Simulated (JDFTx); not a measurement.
Runs of JDFTx 1.7.0 (patched build) on K. The structure is cubic, space group Im-3m (No. 229). Conventional cell: a = 5.395 Å, b = 5.395 Å, c = 5.395 Å, α = 90.00°, β = 90.00°, γ = 90.00°. 

```tsv
task	level	potentials or basis	cell	k mesh	cutoff (eV)	local potential set to -Z/r beyond	further solve for the empty bands	mesh quality	gap on the mesh (eV)	pressure (GPa)	relaxed volume (Å³/atom)
relaxation of cell and atoms	revPBE	SG15-PBE-1.2 with smoothed tails	relaxed	4 × 4 × 4	1088	6 bohr	no	coarse	none	0.0	(a)
single point	LDA	PseudoDojo-SR-LDA-0.4.1-standard	as given	6 × 6 × 6	980	-	no	not flagged	none	-0.6	-
relaxation of cell and atoms	SCAN	SG15-PBE-1.2 with smoothed tails	relaxed	4 × 4 × 4	1088	6 bohr	no	coarse	none	0.0	(b)
relaxation of cell and atoms	PBEsol	SG15-PBE-1.2 with smoothed tails	relaxed	4 × 4 × 4	1088	6 bohr	no	coarse	none	0.0	72.77
relaxation of cell and atoms	r2SCAN	SG15-PBE-1.2 with smoothed tails	relaxed	4 × 4 × 4	1088	6 bohr	no	coarse	none	0.0	78.48
relaxation of cell and atoms	BLYP	SG15-PBE-1.2 with smoothed tails	relaxed	4 × 4 × 4	1088	6 bohr	no	coarse	none	0.0	77.87
relaxation of cell and atoms	PBE	SG15-PBE-1.2 with smoothed tails	relaxed	4 × 4 × 4	1088	6 bohr	no	coarse	none	0.0	75.66
```

Alike in all rows: no spin polarisation; smearing fermi-dirac 0.05 eV.

Fill in the values left out.

(a) 81.71; (b) 76.94.

Caveats: some runs use coarse meshes; the potentials were made for another functional, which shifts forces and pressure (some runs); the plane waves are those of the starting cell, so after so large a change of volume the result is rough (some runs); the electrons didn't converge at some earlier steps (some runs).

A gap of «none» marks a metal or a gap under the smearing width.
